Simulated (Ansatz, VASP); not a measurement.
**TiN: VASP beside Ansatz**

```
Ti N
1.0
     0.00000    2.12200    2.12200
     2.12200    0.00000    2.12200
     2.12200    2.12200    0.00000
Ti N
1 1
Direct
  0.00000 0.00000 0.00000
  0.50000 0.50000 0.50000
```

Alike in both runs: task single point; functional PBE; k mesh 9 × 9 × 9; occupations fermi-dirac, width 0.05 eV; no spin polarisation.

|  | VASP | Ansatz |
| --- | --- | --- |
| version | VASP 6.6.1 | Ansatz 0.2.0 |
| potentials or method | VASP PAW PBE potentials, release 64 (Ti_sv, N) | PAW, plane waves, scalar-relativistic |
| plane-wave cutoff (eV) | 520 | 420 |
| valence electrons in the cell | 17 | 17 |

|  | VASP | Ansatz | Ansatz less VASP |
| --- | --- | --- | --- |
| pressure (GPa) | 1.0 | 0.5 | -0.44 |
